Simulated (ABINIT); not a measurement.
Runs of ABINIT 10.8.3 (patched build) on BeTe. Symmetry: F-43m, No. 216, cubic system. The conventional cell has a = 5.540 Å, b = 5.540 Å, c = 5.540 Å, α = 90.00°, β = 90.00°, γ = 90.00°. Around Te (site symmetry -43m) lie 4 Be at 2.40 Å. Be (site symmetry -43m) is surrounded by 4 Te at 2.40 Å. 

```tsv
task	level	spin	dispersion computed by	gap on the mesh (eV)	pressure (GPa)	V0 of scaled cells (Å³/atom)	B0 (GPa)
band structure	AM05	SOC, no magnetisation	-	1.50	(b)	-	-
band structure	RPBE	SOC, no magnetisation	-	1.64	6.1	-	-
equation of state	BP86+D4	off	dftd4 4.3.1	-	-	21.59	64
band structure	BLYP	off	-	2.12	7.3	-	-
equation of state	revPBE+D4	off	dftd4 4.3.1	-	-	21.72	64
band structure	rPW86PBE	SOC, no magnetisation	-	(a)	6.8	-	-
band structure	BP86	SOC, no magnetisation	-	1.63	5.2	-	-
equation of state	BP86+D2	off	-	-	-	22.23	71
```

Alike in all rows: potentials or basis JTH PAW PBE v2.0; cell as given; k mesh 8 × 8 × 8; cutoff (eV) 517; smearing fermi-dirac 0.05 eV.

Problem. Fill in the values left out.

Solution. (a) 1.66; (b) 2.8.

Caveats: the PAW data sets were made with another functional, which shifts forces and pressure a little; pressures at fixed basis lie under the slope of the energies (some runs); spin-orbit coupling is left out, which moves the levels of the heavy elements (some runs).

A k mesh can miss the band edges, and rows without SOC leave out spin-orbit coupling on Te.

Runs at the PBE level aren't shown here.
